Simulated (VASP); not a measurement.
Runs of VASP 6.6.1 on GaP. The structure is cubic, space group F-43m (No. 216). The conventional cell has a = 5.452 Å, b = 5.452 Å, c = 5.452 Å, α = 90.00°, β = 90.00°, γ = 90.00°. Around Ga (site symmetry -43m) lie 4 P at 2.36 Å. P (site symmetry -43m) has 4 Ga at 2.36 Å as nearest neighbours. The cell is a database's computed one.

```tsv
task	level	potentials or basis	cell	k mesh	cutoff (eV)	mesh quality	gap on the mesh (eV)	pressure (GPa)	relaxed volume (Å³/atom)
relaxation of cell and atoms	RPBE	VASP PAW PBE potentials, release 64 (Ga_d, P)	relaxed	8 × 8 × 8	600	not flagged	1.50	0.0	21.41
relaxation of cell and atoms	PBEsol	VASP PAW PBE potentials, release 64 (Ga_d, P)	relaxed	4 × 4 × 4	600	coarse	(c)	0.0	20.19
relaxation of cell and atoms	PBE+D3(BJ)	VASP PAW PBE potentials, release 64 (Ga_d, P)	relaxed	8 × 8 × 8	600	not flagged	1.64	0.0	20.17
relaxation of cell and atoms	PBEsol	VASP PAW PBE potentials, release 64 (Ga, P)	relaxed	8 × 8 × 8	580	not flagged	1.55	0.0	20.50
relaxation of cell and atoms	PBEsol	VASP PAW PBE potentials, release 64 (Ga_d, P)	relaxed	8 × 8 × 8	600	not flagged	1.50	0.0	20.09
relaxation of cell and atoms	LDA	VASP PAW LDA potentials, release 64 (Ga_d, P)	relaxed	8 × 8 × 8	600	not flagged	(b)	0.0	19.61
relaxation of cell and atoms	PBE	VASP PAW PBE potentials, release 64 (Ga_d, P)	relaxed	8 × 8 × 8	600	not flagged	1.58	0.0	(a)
single point	PBEsol	VASP PAW PBE potentials, release 64 (Ga_d, P)	as given	8 × 8 × 8	520	not flagged	(d)	-0.7	-
```

Alike in all rows: no spin polarisation; smearing gaussian 0.02 eV.

Fill in the values left out.

(a) 20.86; (b) 1.43; (c) 1.48; (d) 1.52.

Caveats: some runs use coarse meshes; the PAW data sets were made with another functional, which shifts forces and pressure a little (some runs).

A k mesh can miss the band edges, and the runs leave out spin-orbit coupling on Ga.

Not every run made on this cell is shown here.
